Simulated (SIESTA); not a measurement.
The system is MoSe2.

```
Mo Se
1.0
     3.28800    0.00000    0.00000
    -1.64400    2.84749    0.00000
     0.00000    0.00000   12.90000
Mo Se
2 4
Direct
  0.66667 0.33333 0.75000
  0.33333 0.66667 0.25000
  0.66667 0.33333 0.37500
  0.33333 0.66667 0.87500
  0.66667 0.33333 0.12500
  0.33333 0.66667 0.62500
```

Base run:

| Property | Result |
| --- | --- |
| Program | SIESTA 5.4.2 |
| Functional | vdW-DF2 |
| Potentials or basis | PseudoDojo 0.4 standard (PBE files) |
| Basis | DZP (energy shift 0.002 Ry) |
| Grid cutoff | 800 Ry |
| Energy shift | 0.002 Ry |
| k mesh | 9 × 9 × 2 |
| Occupations | fermi-dirac, width 0.05 eV |
| Spin | no spin polarisation |

Its results: band gap on the k mesh 0.76 eV, indirect (least direct gap 1.40 eV); pressure 25.4 GPa; largest force 3.002 eV/Å.

Q: The run is repeated on the same cell with these changes: functional from vdW-DF2 to BP86. What comes out?

A: Band gap on the k mesh 0.79 eV, indirect (least direct gap 1.40 eV); pressure 16.6 GPa; largest force 2.157 eV/Å.

Caveats: semicore shells carry a single zeta, which can move pressures by several GPa and volumes by a few percent; so large a pressure means that the cell lies far from this level's equilibrium, or that cutoff or potentials fall short; the potentials were made for another functional, which shifts forces and pressure; the cell's inner coordinates are idealised or old, which leaves forces on the atoms; the basis of atomic orbitals isn't converged, which shifts pressures, moduli and gaps.
